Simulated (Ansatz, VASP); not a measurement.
## FeO in VASP and in Ansatz

```
Fe O
1.0
     2.64611   -1.50383    0.00000
     2.64611    1.50383    0.00000
    -0.23114    0.00000    5.19823
Fe O
2 2
Cartesian
  -0.1156 0.0000 2.5991
  0.0000 0.0000 0.0000
  1.6033 0.0000 3.8690
  3.4578 0.0000 1.3292
```

Change from the starting cell: volume scaled by 0.96.

Alike in both runs: task single point; functional PBE; k mesh 10 × 10 × 5; occupations fermi-dirac, width 0.05 eV; collinear spin, ferromagnetic start.

```csv
,VASP,Ansatz
version,VASP 6.6.1,Ansatz 0.2.0
potentials or method,"VASP PAW PBE potentials, release 64 (Fe, O)",Ansatz PAW
plane-wave cutoff (eV),520,420
valence electrons in the cell,28,44
```

|  | VASP | Ansatz | Ansatz less VASP |
| --- | --- | --- | --- |
| gap on the k mesh at the Fermi level (eV) | none | none | - |
| pressure (GPa) | -3.6 | -8.0 | -4.34 |
| largest component of the traceless stress (GPa) | 4.10 | 6.97 | +2.874 |
| rms of the force components (eV/Å) | 0.090 | 0.094 | +0.0038 |
| net moment per atom (μB) | 2.00 | 0.01 | -1.986 |
| size of the moment on the site where the two differ most (μB) | 3.60 | 3.22 | -0.385 |

The net moments differ so much that the two runs ended in different magnetic states, which moves the other rows too. Site moments also hang on the region over which each program counts them. Atom by atom the forces differ by 0.006 eV/Å (rms over components). A gap of «none» marks a metal or a gap that the smearing closes. The two sets of potentials don't hold the same shells in valence.

Caveats: semilocal functionals often make such compounds metallic where correlation or magnetic order opens a gap, which also shifts bond lengths; only a ferromagnetic start was run, and an antiferromagnetic order may lie lower in energy (VASP); the pressure holds a Pulay correction of +0.6 GPa for the finite cutoff (Ansatz); the starting moments weren't kept (Ansatz).
